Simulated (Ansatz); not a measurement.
# Strain and the gap of KCl (zincblende)

KCl in the zincblende structure, relaxed with r2SCAN in the PAW code Ansatz. Space group F-43m (No. 216), cubic; conventional cell a = 7.015 Å, 43.14 Å³ an atom. K is surrounded by 4 Cl at 3.04 Å; Cl is surrounded by 4 K at 3.04 Å.

The axes x, y and z are those of this cell:
```xyz
2
Lattice="0.0000 3.5073 3.5073 3.5073 0.0000 3.5073 3.5073 3.5073 0.0000" Properties=species:S:1:pos:R:3 pbc="T T T"
K     0.0000    0.0000    0.0000
Cl    1.7536    1.7536    1.7536
```

Unstrained: With r2SCAN the valence top lies at X and the conduction bottom at Γ, 5.351 eV higher; the smallest vertical gap, at Γ, is 5.390 eV. HSE06 gives an indirect gap of 6.022 eV, from U to Γ; the least direct gap is 6.059 eV at Γ. Meshes: r2SCAN 6×6×6, HSE06 4×4×4. Strains are changes of length per length, and xy shears are angles. After each strain the atoms were relaxed again with r2SCAN within the symmetry that the strain leaves, so tilts or polar shifts that break it weren't tested; points keep the names that they have in the unstrained zone. Values at 0 K without nuclear motion; spin polarisation is off, and the phase may be a hypothetical one.

Changes of the least gap in eV (an overlap counts as a negative gap):
```
                                      strain  volume change (%)  space group  r2SCAN   HSE06  energy rise, r2SCAN (meV/atom)
                uniaxial -2.22 % along [111]               -2.2          R3m  +0.026  +0.036                             1.1
xy shear, engineering strain (angle) -1.61 %                0.0         Imm2  -0.012  -0.011                             0.1
          biaxial +1.54 % in x and y, z held               +3.1        I-4m2  -0.056  -0.071                             1.5
```

Uniaxial -2.22 % along [111], other directions held. HSE06: the gap goes from 6.022 to 6.058 eV (+0.036 eV); the edges move from U → Γ to X → Γ. Stress change with r2SCAN, compression positive: xx +0.28, yy +0.28, zz +0.28, xy +0.03, xz +0.03, yz +0.03 GPa.

Xy shear, engineering strain (angle) -1.61 %. HSE06: the gap goes from 6.022 to 6.011 eV (-0.011 eV); the edges move from U → Γ to X → Γ. Stress change with r2SCAN, compression positive: xx 0.00, yy 0.00, zz 0.00, xy +0.05 GPa.

Biaxial +1.54 % in x and y, z held. HSE06: the gap goes from 6.022 to 5.951 eV (-0.071 eV); the edges go from U → Γ to (-0.021, 0.354, -3/8) → Γ. Stress change with r2SCAN, compression positive: xx -0.35, yy -0.35, zz -0.34 GPa.

Where an edge lies off the special points, it is a point of the mesh or the k point where a search put PBE's edge or least direct gap, reused for the other functionals, whose own edges may lie a little apart.

Coordinates of k points refer to the reciprocal vectors of the primitive cell of the runs.

The meshes of the hybrids are coarse, so their gaps aren't converged to the digits shown.
